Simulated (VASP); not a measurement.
# H (P6_3/mmc) in VASP: equation of state

How stiff is H in PBE, and what volume does it want? The cell is scaled to several volumes.

Everything below comes from runs of VASP 6.6.1. Logs are shortened: lines on timing, memory, paths and dates and some standing lists are left out, and cuts for length are marked.

## (1) The crystal as given

The structure is hexagonal, space group P6_3/mmc (No. 194). Conventional cell: a = 5.170 Å, b = 5.170 Å, c = 3.850 Å, α = 90.00°, β = 90.00°, γ = 120.00°. Around H (site symmetry -6m2) lie 8 H at 3.55 to 3.85 Å.

The real solid is made of molecules; this cell is a model form.

## (2) Equation of state, PBE, 41.88 Å³/atom (volume scaled by 0.94)

Input file INCAR:

```
PREC = Accurate
ENCUT = 520
EDIFF = 1E-7
ISMEAR = -1
SIGMA = 0.05
LREAL = F
LASPH = T
NELM = 100
ALGO = Normal
ISIF = 2
LWAVE = F
LCHARG = F
GGA = PE
NBANDS = 8
```

Input file KPOINTS:

```
Automatic mesh
0
Gamma
  6 6 7
```

Input file POSCAR:

```
H
1.0
    5.0647021580      0.0000000000      0.0000000000
   -2.5323510790      4.3861607314      0.0000000000
    0.0000000000      0.0000000000      3.7709412152
H
2
Direct
    0.6666666667      0.3333333333      0.7500000000
    0.3333333333      0.6666666667      0.2500000000
```

Potentials or basis: VASP PAW PBE potentials, release 64 (H).

Started as:

```console
$ cat potpaw_PBE.64/H/POTCAR > POTCAR
$ mpirun -np 1 vasp_std > vasp.out
```

OUTCAR:

```text
PREC = Accurate
   ENCUT = 520
   EDIFF = 1E-7
   ISMEAR = -1
   LREAL = F
   LASPH = T
   NELM = 100
   ISIF = 2
   GGA = PE

 ion  position               nearest neighbor table
   1  0.667  0.333  0.750-
   2  0.333  0.667  0.250-

  LATTYP: Found a hexagonal cell.
 ALAT       =     5.0647021580
 C/A-ratio  =     0.7445534007

  Lattice vectors:

 A1 = (   5.0647021580,   0.0000000000,   0.0000000000)
 A2 = (  -2.5323510790,   4.3861607314,   0.0000000000)
 A3 = (   0.0000000000,   0.0000000000,   3.7709412152)

Analysis of symmetry for initial positions (statically):
=====================================================================
 Subroutine PRICEL returns:
 Original cell was already a primitive cell.

 Routine SETGRP: Setting up the symmetry group for a
 hexagonal supercell.

 Subroutine GETGRP returns: Found 24 space group operations
 (whereof 12 operations were pure point group operations)
 out of a pool of 24 trial point group operations.

The static configuration has the point symmetry D_3d.
 The point group associated with its full space group is D_6h.

Analysis of symmetry for dynamics (positions and initial velocities):
=====================================================================
 Subroutine PRICEL returns:
 Original cell was already a primitive cell.

 Routine SETGRP: Setting up the symmetry group for a
 hexagonal supercell.

 Subroutine GETGRP returns: Found 24 space group operations
 (whereof 12 operations were pure point group operations)
 out of a pool of 24 trial point group operations.

The dynamic configuration has the point symmetry D_3d.
 The point group associated with its full space group is D_6h.

 Subroutine INISYM returns: Found 24 space group operations
 (whereof 12 operations are pure point group operations),
 and found     1 'primitive' translations

----------------------------------------------------------------------------------------

                                     Primitive cell

  volume of cell :      83.7699

  direct lattice vectors                    reciprocal lattice vectors
     5.064702158  0.000000000  0.000000000     0.197444977  0.113994910  0.000000000
    -2.532351079  4.386160731  0.000000000     0.000000000  0.227989821  0.000000000
[... 88 lines left out ...]
   EDIFF  = 0.1E-06   stopping-criterion for ELM
   LREAL  =      F    real-space projection
   EDIFFG = 0.1E-05   stopping-criterion for IOM
   NSW    =      0    number of steps for IOM
   IBRION =     -1    ionic relax: 0-MD 1-quasi-New 2-CG
   NFREE  =      0    steps in history (QN), initial steepest desc. (CG)
   ISIF   =      2    stress and relaxation
   ISYM   =      2    0-nonsym 1-usesym 2-fastsym
   POTIM  = 0.5000    time-step for ionic-motion
   TEBEG  =    0.0;   TEEND  =   0.0 temperature during run
   PSTRESS=    0.0 pullay stress
   NELECT =       2.0000    total number of electrons
   NUPDOWN=      -1.0000    fix difference up-down
   EMIN   =  10.00;   EMAX   =-10.00  energy-range for DOS
   EFERMI =   0.00;   METHOD = LEGACY
   ISMEAR =    -1;   SIGMA  =   0.05  broadening in eV -4-tet -1-fermi 0-gaus
   EFERMI_NEDOS =   21; number of points for ismear=-14 and -15
   IALGO  =     38    algorithm
   IMIX   =      4    mixing-type and parameters
     AMIX     =   0.40;   BMIX     =  1.00
     AMIX_MAG =   1.60;   BMIX_MAG =  1.00
  volume/ion in A,a.u.               =      41.88       282.65
  Fermi-wavevector in a.u.,A,eV,Ry     =   0.471399  0.890815  3.023447  0.222217
  Thomas-Fermi vector in A             =   1.464024
   LORBIT       =      0    0 simple, 1 ext, 2 COOP (PROOUT), +10 PAW based schemes
   GGA     = PE    functional components
   LHFCALC =     F    Hartree Fock is set to
   AEXX    =    0.0000 exact exchange contribution
   IVDW    =     0    specifies the selected vdW correction
   LEPSILON=     F    determine dielectric tensor
   LRPA    =     F    only Hartree local field effects (RPA)
 non-spin polarized calculation
  energy-cutoff  :      520.00
  volume of cell :       83.77
 maximum number of plane-waves:      2282
 NGX is ok and might be reduce to    40
   NGX = 19   NGY = 19   NGZ = 15

 number of electron       1.9999999 magnetization

 Free energy of the ion-electron system (eV)
  ---------------------------------------------------
  ext. energy  EPLUGINS =         0.00000000
  ---------------------------------------------------
  free energy    TOTEN  =        -0.68208215 eV

  energy without entropy =       -0.64971763  energy(sigma->0) =       -0.66589989

 E-fermi :  -5.9270     XC(G=0):  -3.6756

 val. band max:       -5.9289221856   @ k =   0.3333   0.1667   0.0000
 cond. band min:      -5.9018881053   @ k =   0.3333   0.1667   0.4286
 fundamental gap:      0.0270340803
 Fermi energy:        -5.9270324487

 k-point     1 :       0.0000    0.0000    0.0000
  band No.  band energies     occupation
      1      -7.1479      2.00000
      2      -5.2819      0.00000
      3       2.3627      0.00000
      4       3.8931      0.00000
      5       3.8931      0.00000
      6       5.0769      0.00000
      7       5.0769      0.00000
      8       6.6216      0.00000
[... 287 lines left out ...]
 k-point    28 :       0.3333    0.3333    0.4286
  band No.  band energies     occupation
      1      -5.8077      0.16829
      2      -5.8077      0.16829
      3       1.8479      0.00000
      4       1.8479      0.00000
      5       2.2549      0.00000
      6       3.7522      0.00000
      7       7.2077      0.00000
      8       7.2077      0.00000

------------------------ aborting loop because EDIFF is reached ----------------------------------------

  FORCE on cell =-STRESS in cart. coord.  units (eV):
  Direction    XX          YY          ZZ          XY          YZ          ZX
  --------------------------------------------------------------------------------------
  -------------------------------------------------------------------------------------
  Total       -0.8993646     -0.8993646     -1.0445679      0.0000000      0.0000000      0.0000000
  in kB      -17.2011765    -17.2011765    -19.9783237      0.0000000      0.0000000      0.0000000
  external PRESSURE =     -18.1268923 kB  Pullay stress =       0.0000000 kB

 VOLUME and BASIS-vectors are now :
 -----------------------------------------------------------------------------
  energy-cutoff  :      520.00
  volume of cell :       83.77
      direct lattice vectors                 reciprocal lattice vectors
     5.064702158  0.000000000  0.000000000     0.197444977  0.113994910  0.000000000
    -2.532351079  4.386160731  0.000000000     0.000000000  0.227989821  0.000000000
     0.000000000  0.000000000  3.770941215     0.000000000  0.000000000  0.265185783

 POSITION                                       TOTAL-FORCE (eV/Angst)
 -----------------------------------------------------------------------------------
      2.53235      1.46205      2.82821         0.000000     -0.000000      0.000000
     -0.00000      2.92411      0.94274        -0.000000      0.000000     -0.000000
 -----------------------------------------------------------------------------------
    total drift:                               -0.000000     -0.000000      0.000000

  FREE ENERGIE OF THE ION-ELECTRON SYSTEM (eV)
  ---------------------------------------------------
  free  energy   TOTEN  =        -0.6820821505 eV

  energy  without entropy=       -0.6497176269  energy(sigma->0) =       -0.66589989
```

OSZICAR:

```text
N       E                     dE             d eps       ncg     rms          rms(c)
DAV:   1     0.152757564501E+01    0.15276E+01   -0.45517E+02   448   0.134E+02
DAV:   2    -0.591594308765E+00   -0.21192E+01   -0.20653E+01   544   0.156E+01
DAV:   3    -0.686774945837E+00   -0.95181E-01   -0.88192E-01   584   0.337E+00
DAV:   4    -0.686978306237E+00   -0.20336E-03   -0.20316E-03   608   0.190E-01
DAV:   5    -0.686978534453E+00   -0.22822E-06   -0.22792E-06   568   0.474E-03    0.450E-01
DAV:   6    -0.683270243699E+00    0.37083E-02   -0.20713E-03   496   0.147E-01    0.257E-01
DAV:   7    -0.681943975728E+00    0.13263E-02   -0.43330E-03   480   0.223E-01    0.321E-02
DAV:   8    -0.682080402652E+00   -0.13643E-03   -0.31945E-04   488   0.758E-02    0.321E-03
DAV:   9    -0.682081929300E+00   -0.15266E-05   -0.16990E-06   576   0.552E-03    0.125E-03
DAV:  10    -0.682082137802E+00   -0.20850E-06   -0.10254E-06   472   0.635E-03    0.197E-04
DAV:  11    -0.682082150530E+00   -0.12728E-07   -0.94161E-09   608   0.630E-04
   1 F= -.68208215E+00 E0= -.66589989E+00  d E =-.323645E-01
```

stdout:

```text
POSCAR found type information on POSCAR H
 POSCAR found :  1 types and       2 ions
 scaLAPACK will be used
 LDA part: xc-table for (Slater+PW92), standard interpolation
 POSCAR, INCAR and KPOINTS ok, starting setup
 FFT: planning ... GRIDC
 FFT: planning ... GRID_SOFT
 FFT: planning ... GRID
 WAVECAR not read
 entering main loop
```

It took 17 s on 1 thread of AMD EPYC 7R43 (Zen 3), shared host; peak memory 0.15 GiB.

Results:

| Property | Result |
| --- | --- |
| Free energy | -0.6821 eV |
| Pressure | -1.8 GPa |
| Band gap on the k mesh | none (metal or under the smearing width) |

[end of part 1 of 2]
